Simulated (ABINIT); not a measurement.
# Pb (Fm-3m) in ABINIT: notebook

Aim: see how the results for Pb move with the level of theory and the settings. Levels: PW91, AM05, LDA-Teter. Tasks: equation of state.

Program: ABINIT 10.8.3 (patched build). These are calculated values, not measurements. Logs are shortened: lines on timing, memory, paths and dates and some standing lists are left out, and cuts for length are marked. The log counts tension as positive stress, the text compression.

## (1) The structure

It takes space group Fm-3m (No. 225, cubic). The conventional cell has a = 4.950 Å, b = 4.950 Å, c = 4.950 Å, α = 90.00°, β = 90.00°, γ = 90.00°. Around Pb (site symmetry m-3m) lie 12 Pb at 3.50 Å.

## (2) Equation of state, PW91

run.abi reads:

```
# Datasets: one volume each
ndtset 7
getwfk -1
scalecart1 3*0.9795861087
scalecart2 3*0.9864848297
scalecart3 3*0.9932883884
scalecart4 3*1.0000000000
scalecart5 3*1.0066227096
scalecart6 3*1.0131594038
scalecart7 3*1.0196128224

# Pseudopotentials
pp_dirpath "./"
pseudos "Pb.GGA_PBE-JTH.xml"

# Structure
acell 6.6144323282 6.6144323282 6.6144323282
rprim
     0.0000000000     0.7071067812     0.7071067812
     0.7071067812     0.0000000000     0.7071067812
     0.7071067812     0.7071067812     0.0000000000
ntypat 1
znucl 82
natom 1
typat 1
xred
     0.0000000000     0.0000000000     0.0000000000

# Plane-wave basis
ecut 462.593566 eV
pawecutdg 34.0

# k points
kptopt 1
ngkpt 9 9 9
nshiftk 1
shiftk 0.0 0.0 0.0

# Exchange and correlation
ixc -109134

# Bands and occupations
nband 11
occopt 3
tsmear 0.00183747

# SCF cycle
nstep 100
tolvrs 1.0e-9

# Output
iomode 3
prtwf 1
prtden 0
prteig 0
prtebands 0
enunit 2
```

Potentials or basis: JTH PAW PBE v2.0.

Run with:

```
> abinit run.abi > log 2>&1
```

run.abo:

```text
.Version 10.8.3 of ABINIT
 DATASET    1 : space group Fm -3 m (#225); Bravais cF (face-center cubic)
================================================================================
 Values of the parameters that define the memory need for DATASET  1.
     intxc =       0    ionmov =       0      iscf =      17    lmnmax =      18
     lnmax =       6     mgfft =      27  mpssoang =       3    mqgrid =    3001
     natom =       1  nloc_mem =       2    nspden =       1   nspinor =       1
    nsppol =       1      nsym =      48    n1xccc =       1    ntypat =       1
    occopt =       3   xclevel =       2
       mpw =         652          nfft =       19683          nkpt =          35
 PAW method is used; the additional fine FFT grid is defined by:
   mgfftf=        36    nfftf =     46656
================================================================================
================================================================================
[... 71 lines left out ...]
 DATASET    7 : space group Fm -3 m (#225); Bravais cF (face-center cubic)
================================================================================
 Values of the parameters that define the memory need for DATASET  7.
     intxc =       0    ionmov =       0      iscf =      17    lmnmax =      18
     lnmax =       6     mgfft =      27  mpssoang =       3    mqgrid =    3001
     natom =       1  nloc_mem =       2    nspden =       1   nspinor =       1
    nsppol =       1      nsym =      48    n1xccc =       1    ntypat =       1
    occopt =       3   xclevel =       2
       mpw =         745          nfft =       19683          nkpt =          35
 PAW method is used; the additional fine FFT grid is defined by:
   mgfftf=        36    nfftf =     46656
================================================================================
================================================================================

--------------------------------------------------------------------------------
------------- Echo of variables that govern the present computation ------------
--------------------------------------------------------------------------------
 -outvars: echo values of preprocessed input variables --------
            acell      6.6144323282E+00  6.6144323282E+00  6.6144323282E+00 Bohr
              amu      2.07200000E+02
             ecut      1.70000000E+01 Hartree
           enunit           2
           getwfk          -1
              ixc     -109134
           jdtset        1    2    3    4    5    6    7
         kptrlatt        9    0    0      0    9    0      0    0    9
          kptrlen1     5.83146542E+01
          kptrlen2     5.87253343E+01
          kptrlen3     5.91303494E+01
          kptrlen4     5.95298910E+01
          kptrlen5     5.99241401E+01
          kptrlen6     6.03132688E+01
          kptrlen7     6.06974401E+01
            natom           1
            nband          11
           ndtset           7
            ngfft          27      27      27
          ngfftdg          36      36      36
             nkpt          35
            nstep         100
             nsym          48
           ntypat           1
           occopt           3
        pawecutdg      3.40000000E+01 Hartree
         pawxcdev           0
           prtden           0
        prtebands           0
           prteig           0
            rprim1     0.0000000000E+00  6.9267198023E-01  6.9267198023E-01
                       6.9267198023E-01  0.0000000000E+00  6.9267198023E-01
                       6.9267198023E-01  6.9267198023E-01  0.0000000000E+00
            rprim2     0.0000000000E+00  6.9755011263E-01  6.9755011263E-01
                       6.9755011263E-01  0.0000000000E+00  6.9755011263E-01
                       6.9755011263E-01  6.9755011263E-01  0.0000000000E+00
            rprim3     0.0000000000E+00  7.0236095512E-01  7.0236095512E-01
                       7.0236095512E-01  0.0000000000E+00  7.0236095512E-01
                       7.0236095512E-01  7.0236095512E-01  0.0000000000E+00
            rprim4     0.0000000000E+00  7.0710678120E-01  7.0710678120E-01
                       7.0710678120E-01  0.0000000000E+00  7.0710678120E-01
                       7.0710678120E-01  7.0710678120E-01  0.0000000000E+00
            rprim5     0.0000000000E+00  7.1178974407E-01  7.1178974407E-01
                       7.1178974407E-01  0.0000000000E+00  7.1178974407E-01
                       7.1178974407E-01  7.1178974407E-01  0.0000000000E+00
            rprim6     0.0000000000E+00  7.1641188486E-01  7.1641188486E-01
                       7.1641188486E-01  0.0000000000E+00  7.1641188486E-01
                       7.1641188486E-01  7.1641188486E-01  0.0000000000E+00
            rprim7     0.0000000000E+00  7.2097514092E-01  7.2097514092E-01
                       7.2097514092E-01  0.0000000000E+00  7.2097514092E-01
                       7.2097514092E-01  7.2097514092E-01  0.0000000000E+00
          spgroup         225
           tolvrs      1.00000000E-09
           tsmear      1.83747000E-03 Hartree
            typat      1
           useylm           1
            znucl       82.00000

================================================================================

 chkinp: Checking input parameters for consistency, jdtset=   1.

 chkinp: Checking input parameters for consistency, jdtset=   2.

 chkinp: Checking input parameters for consistency, jdtset=   3.

 chkinp: Checking input parameters for consistency, jdtset=   4.
[... 27 lines left out ...]
 getcut: wavevector=  0.0000  0.0000  0.0000  ngfft=  27  27  27
         ecut(hartree)=     17.000   => boxcut(ratio)=   2.16516

 Fine grid specifications (used for densities):

 getcut: wavevector=  0.0000  0.0000  0.0000  ngfft=  36  36  36
         ecut(hartree)=     34.000   => boxcut(ratio)=   2.11672

--- Pseudopotential description ------------------------------------------------
- pspini: atom type   1  psp file is ./Pb.GGA_PBE-JTH.xml
 Pseudopotential format is: paw10
 basis_size (lnmax)=  6 (lmn_size= 18), orbitals=   0   0   1   1   2   2
 Spheres core radius: rc_sph= 2.40264019
 Shapefunction is BESSEL type: shapef(r,l)=aa(1,l)*jl(q(1,l)*r)+aa(2,l)*jl(q(2,l)*r)
 Radius for shape functions =  2.00872932
 Compensation charge density is not taken into account in XC energy/potential

   3.29629720E+02                                ecore*ucvol(ha*bohr**3)
--------------------------------------------------------------------------------

[... 7 lines left out ...]

     iter   Etot(hartree)      deltaE(h)  residm     nres2
 ETOT  1  -60.589595079540    -6.059E+01 3.743E+00 1.153E+00
 ETOT  2  -61.257702552311    -6.681E-01 3.726E-01 6.328E-01
 ETOT  3  -61.257967605037    -2.651E-04 5.141E-02 1.565E-01
 ETOT  4  -61.257918975154     4.863E-05 1.938E-02 4.157E-02
 ETOT  5  -61.257861840426     5.713E-05 8.719E-03 1.325E-03
 ETOT  6  -61.257862753131    -9.127E-07 7.864E-03 5.920E-04
 ETOT  7  -61.257861549894     1.203E-06 1.484E-03 3.370E-05
 ETOT  8  -61.257861613265    -6.337E-08 1.854E-03 4.173E-07
 ETOT  9  -61.257861627843    -1.458E-08 2.391E-04 2.278E-08
 ETOT 10  -61.257861628950    -1.106E-09 1.542E-04 8.175E-09
 ETOT 11  -61.257861628951    -1.201E-12 5.119E-05 1.738E-10
[... 1184 lines left out ...]
 Cartesian components of stress tensor (hartree/bohr^3)
  sigma(1 1)=  7.85400447E-05  sigma(3 2)=  0.00000000E+00
  sigma(2 2)=  7.85400447E-05  sigma(3 1)=  0.00000000E+00
  sigma(3 3)=  7.85400447E-05  sigma(2 1)=  0.00000000E+00

-Cartesian components of stress tensor (GPa)         [Pressure= -2.3107E+00 GPa]
- sigma(1 1)=  2.31072789E+00  sigma(3 2)=  0.00000000E+00
- sigma(2 2)=  2.31072789E+00  sigma(3 1)=  0.00000000E+00
- sigma(3 3)=  2.31072789E+00  sigma(2 1)=  0.00000000E+00

== END DATASET(S) ==============================================================
================================================================================

 -outvars: echo values of variables after computation  --------
            acell      6.6144323282E+00  6.6144323282E+00  6.6144323282E+00 Bohr
           etotal1    -6.1257861629E+01
           etotal2    -6.1258636282E+01
           etotal3    -6.1259156203E+01
           etotal4    -6.1259547648E+01
           etotal5    -6.1259793282E+01
           etotal6    -6.1259884518E+01
           etotal7    -6.1259886885E+01
            fcart1    -0.0000000000E+00 -0.0000000000E+00 -0.0000000000E+00
            fcart2    -0.0000000000E+00 -0.0000000000E+00 -0.0000000000E+00
            fcart3    -0.0000000000E+00 -0.0000000000E+00 -0.0000000000E+00
            fcart4    -0.0000000000E+00 -0.0000000000E+00 -0.0000000000E+00
            fcart5    -0.0000000000E+00 -0.0000000000E+00 -0.0000000000E+00
            fcart6    -0.0000000000E+00 -0.0000000000E+00 -0.0000000000E+00
            fcart7    -0.0000000000E+00 -0.0000000000E+00 -0.0000000000E+00
            rprim1     0.0000000000E+00  6.9267198023E-01  6.9267198023E-01
                       6.9267198023E-01  0.0000000000E+00  6.9267198023E-01
                       6.9267198023E-01  6.9267198023E-01  0.0000000000E+00
            rprim2     0.0000000000E+00  6.9755011263E-01  6.9755011263E-01
                       6.9755011263E-01  0.0000000000E+00  6.9755011263E-01
                       6.9755011263E-01  6.9755011263E-01  0.0000000000E+00
            rprim3     0.0000000000E+00  7.0236095512E-01  7.0236095512E-01
                       7.0236095512E-01  0.0000000000E+00  7.0236095512E-01
[... 9 lines left out ...]
                       7.1641188486E-01  7.1641188486E-01  0.0000000000E+00
            rprim7     0.0000000000E+00  7.2097514092E-01  7.2097514092E-01
                       7.2097514092E-01  0.0000000000E+00  7.2097514092E-01
                       7.2097514092E-01  7.2097514092E-01  0.0000000000E+00
           strten1    -1.2957818224E-04 -1.2957818224E-04 -1.2957818224E-04
                       0.0000000000E+00  0.0000000000E+00  0.0000000000E+00
           strten2    -8.3615495188E-05 -8.3615495188E-05 -8.3615495188E-05
                       0.0000000000E+00  0.0000000000E+00  0.0000000000E+00
           strten3    -4.2636299208E-05 -4.2636299208E-05 -4.2636299208E-05
                       0.0000000000E+00  0.0000000000E+00  0.0000000000E+00
           strten4    -6.6136279474E-06 -6.6136279474E-06 -6.6136279474E-06
                       0.0000000000E+00  0.0000000000E+00  0.0000000000E+00
           strten5     2.4993043304E-05  2.4993043304E-05  2.4993043304E-05
                       0.0000000000E+00  0.0000000000E+00  0.0000000000E+00
           strten6     5.3255865052E-05  5.3255865052E-05  5.3255865052E-05
                       0.0000000000E+00  0.0000000000E+00  0.0000000000E+00
           strten7     7.8540044692E-05  7.8540044692E-05  7.8540044692E-05
                       0.0000000000E+00  0.0000000000E+00  0.0000000000E+00
 Calculation completed.
```

It took 55 s on 1 thread of Arm Neoverse V2, shared host; peak memory 0.13 GiB.

What came out:

- Equilibrium volume: 31.83 Å³/atom (rough: see the caveat)
- Bulk modulus: 37 GPa (rough)

Energy against volume, from the lowest point:
| volume (Å³/atom) | energy (meV/atom) |
| --- | --- |
| 28.503 | 55.11 |
| 29.110 | 34.03 |
| 29.716 | 19.88 |
| 30.323 | 9.23 |
| 30.929 | 2.55 |
| 31.535 | 0.06 |
| 32.142 | 0.00 |

Caveat: the cutoff is too short for stress, so the log's stress isn't used; pressures at fixed basis lie under the slope of the energies; the fit is doubtful: noisy points or a state that changes with volume; the PAW data sets were made with another functional, which shifts forces and pressure a little. Spin-orbit coupling is left out, which matters for the levels of Pb.

## (3) Equation of state, AM05

run.abi reads:

```
ndtset 7
getwfk -1
scalecart1 3*0.9795861087
scalecart2 3*0.9864848297
scalecart3 3*0.9932883884
scalecart4 3*1.0000000000
scalecart5 3*1.0066227096
scalecart6 3*1.0131594038
scalecart7 3*1.0196128224

pp_dirpath "./"
pseudos "Pb.GGA_PBE-JTH_sp.xml"

acell 6.6144323282 6.6144323282 6.6144323282
rprim
     0.0000000000     0.7071067812     0.7071067812
     0.7071067812     0.0000000000     0.7071067812
     0.7071067812     0.7071067812     0.0000000000
ntypat 1
znucl 82
natom 1
typat 1
xred
     0.0000000000     0.0000000000     0.0000000000

ecut 15.0
pawecutdg 30.0

kptopt 1
ngkpt 9 9 9
nshiftk 1
shiftk 0.0 0.0 0.0

ixc -120135

nband 6
occopt 3
tsmear 0.00183747

nstep 100
tolvrs 1.0e-9

iomode 3
prtwf 1
prtden 0
prteig 0
prtebands 0
```

Potentials or basis: JTH PAW PBE v2.0 sp.

Run with:

```
> abinit run.abi > log 2>&1
```

run.abo:

```text
.Version 10.8.3 of ABINIT
 DATASET    1 : space group Fm -3 m (#225); Bravais cF (face-center cubic)
================================================================================
 Values of the parameters that define the memory need for DATASET  1.
     intxc =       0    ionmov =       0      iscf =      17    lmnmax =      13
     lnmax =       5     mgfft =      24  mpssoang =       3    mqgrid =    3001
     natom =       1  nloc_mem =       2    nspden =       1   nspinor =       1
    nsppol =       1      nsym =      48    n1xccc =       1    ntypat =       1
    occopt =       3   xclevel =       2
       mpw =         543          nfft =       13824          nkpt =          35
 PAW method is used; the additional fine FFT grid is defined by:
   mgfftf=        32    nfftf =     32768
================================================================================
================================================================================
[... 71 lines left out ...]
 DATASET    7 : space group Fm -3 m (#225); Bravais cF (face-center cubic)
================================================================================
 Values of the parameters that define the memory need for DATASET  7.
     intxc =       0    ionmov =       0      iscf =      17    lmnmax =      13
     lnmax =       5     mgfft =      24  mpssoang =       3    mqgrid =    3001
     natom =       1  nloc_mem =       2    nspden =       1   nspinor =       1
    nsppol =       1      nsym =      48    n1xccc =       1    ntypat =       1
    occopt =       3   xclevel =       2
       mpw =         612          nfft =       13824          nkpt =          35
 PAW method is used; the additional fine FFT grid is defined by:
[... 1300 lines left out ...]

 -outvars: echo values of variables after computation  --------
            acell      6.6144323282E+00  6.6144323282E+00  6.6144323282E+00 Bohr
           etotal1    -3.7021322620E+00
           etotal2    -3.7024943280E+00
           etotal3    -3.7026885924E+00
           etotal4    -3.7027334205E+00
           etotal5    -3.7026475133E+00
           etotal6    -3.7024480946E+00
           etotal7    -3.7021487185E+00
            fcart1    -0.0000000000E+00 -0.0000000000E+00 -0.0000000000E+00
            fcart2    -0.0000000000E+00 -0.0000000000E+00 -0.0000000000E+00
            fcart3    -0.0000000000E+00 -0.0000000000E+00 -0.0000000000E+00
            fcart4    -0.0000000000E+00 -0.0000000000E+00 -0.0000000000E+00
            fcart5    -0.0000000000E+00 -0.0000000000E+00 -0.0000000000E+00
            fcart6    -0.0000000000E+00 -0.0000000000E+00 -0.0000000000E+00
            fcart7    -0.0000000000E+00 -0.0000000000E+00 -0.0000000000E+00
            rprim1     0.0000000000E+00  6.9267198023E-01  6.9267198023E-01
                       6.9267198023E-01  0.0000000000E+00  6.9267198023E-01
                       6.9267198023E-01  6.9267198023E-01  0.0000000000E+00
[... 17 lines left out ...]
                       7.2097514092E-01  7.2097514092E-01  0.0000000000E+00
           strten1    -1.1069013425E-04 -1.1069013425E-04 -1.1069013425E-04
                       0.0000000000E+00  0.0000000000E+00  0.0000000000E+00
           strten2    -6.7012423912E-05 -6.7012423912E-05 -6.7012423912E-05
                       0.0000000000E+00  0.0000000000E+00  0.0000000000E+00
           strten3    -2.8196528197E-05 -2.8196528197E-05 -2.8196528197E-05
                       0.0000000000E+00  0.0000000000E+00  0.0000000000E+00
           strten4     5.9764349109E-06  5.9764349109E-06  5.9764349109E-06
                       0.0000000000E+00  0.0000000000E+00  0.0000000000E+00
           strten5     3.5703786668E-05  3.5703786668E-05  3.5703786668E-05
                       0.0000000000E+00  0.0000000000E+00  0.0000000000E+00
           strten6     6.1607509383E-05  6.1607509383E-05  6.1607509383E-05
                       0.0000000000E+00  0.0000000000E+00  0.0000000000E+00
           strten7     8.4581082407E-05  8.4581082407E-05  8.4581082407E-05
                       0.0000000000E+00  0.0000000000E+00  0.0000000000E+00
 Calculation completed.
```

It took 30 s on 1 thread of Arm Neoverse V2, shared host; peak memory 0.13 GiB.

What came out:

| Item | Value |
| --- | --- |
| Equilibrium volume | 30.22 Å³/atom |
| Bulk modulus | 48 GPa |
| Pressure derivative of the bulk modulus | 5.5 |

Energy against volume, from the lowest point:
```csv
volume (Å³/atom),energy (meV/atom)
28.503,16.36
29.110,6.51
29.716,1.22
30.323,0.00
30.929,2.34
31.535,7.76
32.142,15.91
```

Caveat: pressures at fixed basis lie under the slope of the energies; the PAW data sets were made with another functional, which shifts forces and pressure a little; this set keeps more shells in the core, which shifts pressures and gaps.

## (4) Equation of state, LDA-Teter

run.abi reads:

```
# Datasets: one volume each
ndtset 7
getwfk -1
scalecart1 3*0.9795861087
scalecart2 3*0.9864848297
scalecart3 3*0.9932883884
scalecart4 3*1.0000000000
scalecart5 3*1.0066227096
scalecart6 3*1.0131594038
scalecart7 3*1.0196128224

# Pseudopotentials
pp_dirpath "./"
pseudos "Pb.LDA_PW-JTH_sp.xml"

# Structure
acell 3*1.0
rprim
     0.0000000000     4.6771099530     4.6771099530
     4.6771099530     0.0000000000     4.6771099530
     4.6771099530     4.6771099530     0.0000000000
ntypat 1
znucl 82
natom 1
typat 1
xred
     0.0000000000     0.0000000000     0.0000000000

# Plane-wave basis
ecut 15.0
pawecutdg 30.0

# k points
kptopt 1
ngkpt 9 9 9
nshiftk 1
shiftk 0.0 0.0 0.0

# Exchange and correlation
ixc 1

# Bands and occupations
nband 6
occopt 3
tsmear 0.00183747

# SCF cycle
nstep 100
tolvrs 1.0e-9

# Output
iomode 3
prtwf 1
prtden 0
prteig 0
prtebands 0
```

Potentials or basis: JTH PAW LDA v2.0 sp.

Run with:

```
> abinit run.abi > log 2>&1
```

Wall time 15 s (1 thread of Arm Neoverse V2, shared host); peak memory 0.13 GiB.

The run converged. Its results:

```yaml
Equilibrium_volume: 29.12 Å³/atom
Bulk_modulus: 55 GPa
Pressure_derivative_of_the_bulk_modulus: 5.5
```

Energy against volume, from the lowest point:
| volume (Å³/atom) | energy (meV/atom) |
| --- | --- |
| 28.503 | 2.39 |
| 29.110 | 0.00 |
| 29.716 | 1.98 |
| 30.323 | 7.83 |
| 30.929 | 17.02 |
| 31.535 | 29.13 |
| 32.142 | 43.80 |

Caveat: pressures at fixed basis lie under the slope of the energies; this set keeps more shells in the core, which shifts pressures and gaps.

## (5) The runs side by side

| level | potentials or basis | cutoff (eV) | fine-grid cutoff | V0 of scaled cells (Å³/atom) | B0 (GPa) |
| --- | --- | --- | --- | --- | --- |
| PW91 | JTH PAW PBE v2.0 | 463 | 925.187 eV | - | - |
| AM05 | JTH PAW PBE v2.0 sp | 408 | 816.342 eV | 30.22 | 48 |
| LDA-Teter | JTH PAW LDA v2.0 sp | 408 | 816.342 eV | 29.12 | 55 |

Alike in all rows: task equation of state; no spin polarisation; cell as given; k mesh 9 × 9 × 9; smearing fermi-dirac 0.05 eV.

Caveats: pressures at fixed basis lie under the slope of the energies; the PAW data sets were made with another functional, which shifts forces and pressure a little (some runs); this set keeps more shells in the core, which shifts pressures and gaps (some runs); the fit is doubtful: noisy points or a state that changes with volume (some runs).

Total energies depend on the potentials used, so only differences within one code and one set of settings carry meaning.

## (6) Comparison with measurements

Step 3. The cell as given is a measured one (30.32 Å³/atom); AM05 puts the equilibrium volume -0.4 % from it, thermal expansion not counted.

Step 4. The cell as given is a measured one (30.32 Å³/atom); LDA-Teter puts the equilibrium volume -4.0 % from it, thermal expansion not counted.
